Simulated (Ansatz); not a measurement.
# KCl (Sylvite) (Fm-3m) in Ansatz: a series of runs

One crystal, KCl (Sylvite), is run at these levels: PBEsol; tasks: band structure.

All numbers are computed with Ansatz 0.2.0; they aren't measurements. Logs are shortened: lines on timing, memory, paths and dates and some standing lists are left out, and cuts for length are marked.

**The experiment to reproduce.**

A printed reference work, monograph reports, for a bulk crystal of KCl: band gap 8.68 eV.

How close the calculation comes is told below.

## (1) The structure

Symmetry: Fm-3m, No. 225, cubic system. Conventional cell: a = 6.293 Å, b = 6.293 Å, c = 6.293 Å, α = 90.00°, β = 90.00°, γ = 90.00°. K (site symmetry m-3m) has 6 Cl at 3.15 Å as nearest neighbours. Cl (site symmetry m-3m) is surrounded by 6 K at 3.15 Å.

## (2) Band structure, PBEsol

Input file input.yaml:

```yaml
crystal:
  lattice:
    - [0.0, 3.14647, 3.14647]
    - [3.14647, 0.0, 3.14647]
    - [3.14647, 3.14647, 0.0]
  atoms:
    - { symbol: K, position: [0.0, 0.0, 0.0] }
    - { symbol: Cl, position: [0.5, 0.5, 0.5] }
kpoints:
  mp_grid: { grid: [7, 7, 7] }
  band_path:
    path:
      - [0.0, 0.0, 0.0]
      - [0.5, 0.0, 0.5]
      - [0.5, 0.25, 0.75]
      - [0.375, 0.375, 0.75]
      - [0.0, 0.0, 0.0]
      - [0.5, 0.5, 0.5]
      - [0.625, 0.25, 0.625]
      - [0.5, 0.25, 0.75]
    npoints: 12
scf:
  occupations: { method: fermi_dirac, width: 0.05 }
hamiltonian:
  xc: pbesol
  pseudopotentials: { kind: all_electron, datasets: crystal }
output:
  forces: true
  stress: true
  eigenvalues: true
```

Potentials or basis: all-electron PAW datasets made for the crystal.

Run with:

```bash
$ ansatz run input.yaml --threads 1 --pin off --max-ram 3072MiB --backend cpu --events-out ev --progress --plain --runs-dir out
```

Output:

```text
Warning: RAYON_NUM_THREADS=1 ignored (pool sized by the plan → 1); use --threads N
hamiltonian.pseudopotentials.datasets: crystal makes datasets for this crystal and solves the spheres of its atoms anew in each pass: cutoff 220.0 eV, the density's 880.0 eV; for an error of 0.50 meV an atom under PBE, 1.0 meV for the cell; an energy difference from a run of another recipe may be off by several times the error for the cell, under r2SCAN by more, where some 0.1 meV an atom stays at smaller errors; Cl in spheres of 1.376 Å, 7 of its electrons in bands; K in spheres of 1.376 Å, 9 of its electrons in bands
Engine: ansatz 0.2.0, x86_64-unknown-linux-gnu
Pseudopotentials: kind: all_electron
Pseudopotential: K, paw, valence charge 9, recommended cutoff 220 eV (normal), crystal/all_electron/pbesol/scalar/gaussian/K, Koelling and Harmon's equation, gaussian nucleus
Pseudopotential: Cl, paw, valence charge 7, recommended cutoff 220 eV (normal), crystal/all_electron/pbesol/scalar/gaussian/Cl, Koelling and Harmon's equation, gaussian nucleus
Functional definition: PBEsol
  exchange = pbesol_x
  correlation = pbesol_c
Crystal: 2 atoms, lattice volume = 62.302 Å³
Basis set: ecut = 220 eV, 459 PW (Γ), exchange–correlation on 48×48×48 points (8 copies of the dense FFT grid, shifted against one another)
Bands: 12, of which v1, the nominal top of the filled ones, is band 8 counted from 1 (7 counted from 0)
Symmetry: 48 space group operations
Space group: Fm-3m (ITA 225), of the structure as read, at distance tolerance 4.0e-5 Å
k-points: 20 of 343
Non-local potential: K, projectors of the file, l = 0: 2, l = 1: 2, l = 2: 2
Non-local potential: Cl, projectors of the file, l = 0: 1, l = 1: 1
PAW form: soft (Blöchl's): semilocal exchange-correlation on the pseudo side does not see the compensation charge
PAW one-centre angular grid: K, 110 points (default); XC on its mesh's 1971 points in the sphere
PAW one-centre angular grid: Cl, 110 points (default); XC on its mesh's 1981 points in the sphere
Initial density: superposition of atomic densities (neutral atoms: chi_scale 0, normalization atom)
Initial wavefunctions: pseudopotential atomic-orbital guess
Functional: x = pbesol(κ = 0.804, μ = 0.12345679012345678), c = pbesol(β = 0.046)
iter 1 solved again at ethr=5.95e-3 eV; its pass at ethr=1.00e-1 eV (dr2=9.52e-1 eV) is discarded
SCF iter   1: F=—  HF=-28906.395606 eV  |F-HF|=—  |Δ(HF+E_count)|=         —  Δρ=2.46e-2  dr2=9.43e-1  ethr=5.95e-3  ⟨swp⟩=5.0  Hψ=1378  notcnv=0
preconditioner: auto → none  [insulator: Δε(μ)=5.680 eV  Ē_g=15.352 eV  σ=0.050 eV  W_gap=1.00  n_scr=14 (ndim 8)  ℏωp=17.6 eV  f_vac=0.000  D(μ)=0.00/eV (n_scr^D=0)  ε∞_Penn≈2.3]
iter 2 solved again at ethr=4.03e-4 eV; its pass at ethr=5.89e-3 eV (dr2=6.45e-2 eV) is discarded
SCF iter   2: F=—  HF=-28906.122028 eV  |F-HF|=—  |Δ(HF+E_count)|=   2.74e-1  Δρ=1.16e-2  dr2=6.46e-2  ethr=4.03e-4  ⟨swp⟩=2.4  Hψ=1209  notcnv=0  defer=7
SCF iter   3: F=—  HF=-28906.123429 eV  |F-HF|=—  |Δ(HF+E_count)|=   1.40e-3  Δρ=4.34e-3  dr2=1.19e-2  ethr=4.03e-4  ⟨swp⟩=2.6  Hψ=493  notcnv=0  defer=4
SCF iter   4: F=—  HF=-28906.130356 eV  |F-HF|=—  |Δ(HF+E_count)|=   6.93e-3  Δρ=5.92e-4  dr2=3.75e-4  ethr=7.42e-5  ⟨swp⟩=3.6  Hψ=573  notcnv=0  defer=4
SCF iter   5: F=—  HF=-28906.131369 eV  |F-HF|=—  |Δ(HF+E_count)|=   1.01e-3  Δρ=2.17e-4  dr2=1.61e-5  ethr=2.35e-6  ⟨swp⟩=3.3  Hψ=664  notcnv=0  defer=5
SCF iter   6: F=—  HF=-28906.131343 eV  |F-HF|=—  |Δ(HF+E_count)|=   2.67e-5  Δρ=4.46e-5  dr2=7.16e-7  ethr=1.01e-7  ⟨swp⟩=3.1  Hψ=573  notcnv=0  defer=1
SCF iter   7: F=-28906.131343 eV  HF=-28906.131343 eV  |F-HF|=5.32e-9  |Δ(HF+E_count)|=   2.05e-7  Δρ=8.13e-6  dr2=3.64e-8  ethr=4.48e-9  ⟨swp⟩=3.0  Hψ=469  notcnv=0  defer=1
SCF 1 converged in 7 iterations: F = -28906.131343 eV  dr2 = 3.64e-8
  Residual-converged pass: ⟨swp⟩=3.0  Hψ=518  notcnv=0  max |occ|·‖R‖ = 5.1e-6 eV (tolerance 5.3e-6 eV)  dr2=3.68e-8  dr2_onsite=1.20e-8  max |Δocc| = 0.0e0
NSCF: frozen V_eff on 85 k-points
SCF converged after 7 iterations
Free energy (F): -28906.131343 eV
Harris-Foulkes:  -28906.131343 eV  (|F-HF|=5.32e-9)
Internal energy: -28906.131343 eV  (E = F + TS)
E sigma→0 (E₀):  -28906.131343 eV
Past the cutoff: the bands carry plane waves up to 1.75 times it, of which those up to 1.5 times it add -0.000191 eV an atom, each by itself; the spheres take 0.000105 eV an atom off the energy for waves past 1.75 times it
By the cutoff:   a pressure is off by up to 0.005 GPa (1.2 times the spheres' own share and the shells' term, over an atom's volume, and 0.004 GPa: a bound that held against runs at twice the plane waves)
Past the cutoffs: a stress includes 0.0006 GPa for waves and charges beyond them, in addition to the slope of what the spheres take
In the spheres:  the bands' charges fall short by 7.5e-7 e at most (sound up to 1e-3)
Fermi energy:    3.810323 eV
--- Per-component energies (eV) ---
  E_band       = -124.780649
  E_kinetic    = 217.445052
  E_local      = -612.915968  (includes V_loc(G=0)·N_el)
  E_nonlocal   = 23.303219
  E_hartree    = 300.467016
  E_xc         = -116.197767
  E_vxc        = -151.433272  (∫ρ·V_xc dr)
  E_paw        = -29118.797498  (= ΣΔE_a)
  E_vpaw       = -1441.694657  (= ΣTr[D̂ρ^β])
  E_ewald      = -839.020646
  E_smearing   = -0.000000  (= −TS)
  E_closure    = 1239.585249  (closes the sum)
  Σ components = -28906.131343   (vs F -28906.131343, Δ=0.00e0)
  The terms above E_closure are by the made datasets' own strengths, without shells solved beside the bands.
--- Forces (eV/Å), atoms counted from 1 ---
  atom   1  K     -0.00000000     0.00000000     0.00000000
  atom   2  Cl     0.00000000    -0.00000000     0.00000000
  max |Σ_I F_I| component: 1.09e-29 eV/Å
--- Stress (GPa, compression-positive) ---
       -0.411021       0.000000      -0.000000
        0.000000      -0.411021       0.000000
       -0.000000      -0.000000      -0.411021
  P = ⅓ Tr σ = -0.4110 GPa (-4.110 kbar)
--- Band table (eV; the first three rows and the last of 20) ---
  k-point 0: bands = ["-25.8140", "-10.8631", "-9.3415", "-9.3415", "-9.3415", "1.2266", "1.2266", "1.2266", "6.2532", "9.5039"]
  k-point 1: bands = ["-25.8119", "-10.9012", "-9.3434", "-9.3434", "-9.2933", "0.9770", "1.1599", "1.1599", "6.7391", "9.3496"]
  k-point 2: bands = ["-25.8073", "-10.9797", "-9.3474", "-9.3474", "-9.1915", "0.5067", "1.0168", "1.0168", "7.7916", "9.2928"]
  k-point 19: bands = ["-25.7999", "-10.8715", "-9.4505", "-9.4132", "-9.2529", "0.6302", "0.7085", "0.8537", "8.8179", "9.5193"]
```

Run time: 4.6 s. Hardware: 1 thread of Intel Xeon 6975P-C (Granite Rapids), shared host; peak memory 0.41 GiB.

Results:

- Free energy: -28906.1313 eV
- Pressure: -0.4 GPa
- Band gap on the k mesh: 5.03 eV, direct
- Band gap along the path: 5.03 eV, direct

Levels at the corners of the path, in eV from the valence-band top:
| point | band 5 | band 6 | band 7 | band 8 | band 9 | band 10 | band 11 | band 12 |
| --- | --- | --- | --- | --- | --- | --- | --- | --- |
| Γ | -10.57 | 0.00 | 0.00 | 0.00 | 5.03 | 8.28 | 8.28 | 8.28 |
| X | -10.63 | -0.67 | -0.23 | -0.23 | 6.40 | 8.22 | 9.90 | 10.13 |
| W | -10.48 | -0.50 | -0.49 | -0.49 | 7.90 | 7.90 | 9.33 | 9.77 |
| K | -10.52 | -0.58 | -0.56 | -0.30 | 7.14 | 8.93 | 9.19 | 9.99 |
| Γ | -10.57 | 0.00 | 0.00 | 0.00 | 5.03 | 8.28 | 8.28 | 8.28 |
| L | -10.33 | -1.08 | -0.33 | -0.33 | 7.42 | 8.49 | 10.45 | 10.45 |
| U | -10.52 | -0.58 | -0.56 | -0.30 | 7.14 | 8.93 | 9.19 | 9.99 |
| W | -10.48 | -0.50 | -0.49 | -0.49 | 7.90 | 7.90 | 9.33 | 9.77 |

## (3) Band structure, PBEsol

input.yaml, as its differences from that of step 2:

```diff
@@ -25,3 +25,6 @@
   xc: pbesol
-  pseudopotentials: { kind: all_electron, datasets: crystal }
+  pseudopotentials:
+    kind: all_electron
+    lapw: { basis_error: 0.001 }
+    dirac_shells: { Cl: ["2p"], K: ["2p"] }
 output:
```

Potentials or basis: all-electron LAPW, inner shells corrected to Dirac's equation.

Run with:

```bash
$ ansatz run input.yaml --threads 1 --pin off --max-ram 3072MiB --backend cpu --events-out ev --progress --plain --runs-dir out
```

It took 3.2 s on 1 thread of Intel Xeon 6975P-C (Granite Rapids), shared host; peak memory 0.28 GiB.

The run converged. Its results:

```
Free energy             : -28906.2478 eV
Pressure                : -0.4 GPa
Band gap on the k mesh  : 5.03 eV, direct
Band gap along the path : 5.03 eV, direct
```

Levels at the corners of the path, in eV from the valence-band top:
```
point  band 10  band 11  band 12  band 13  band 14  band 15
    Γ     0.00     0.00     0.00     5.03     8.28     8.28
    X    -0.67    -0.23    -0.23     6.39     8.22     9.90
    W    -0.50    -0.49    -0.49     7.90     7.90     9.33
    K    -0.58    -0.56    -0.30     7.14     8.93     9.19
    Γ     0.00     0.00     0.00     5.03     8.28     8.28
    L    -1.08    -0.33    -0.33     7.42     8.49    10.45
    U    -0.58    -0.56    -0.30     7.14     8.93     9.19
    W    -0.50    -0.49    -0.49     7.90     7.90     9.33
```

## (4) How close it comes

Step 2. Against the measured gap of KCl, 8.68 eV (a printed reference work, monograph), the calculated 5.03 eV is off by -3.65 eV. The value is that of PBEsol, without temperature or zero-point motion. Semilocal functionals fall short of measured gaps as a rule.

Step 3. Against the measured gap of KCl, 8.68 eV (a printed reference work, monograph), the calculated 5.03 eV is off by -3.65 eV. The value is that of PBEsol, without temperature or zero-point motion. Semilocal functionals fall short of measured gaps as a rule.
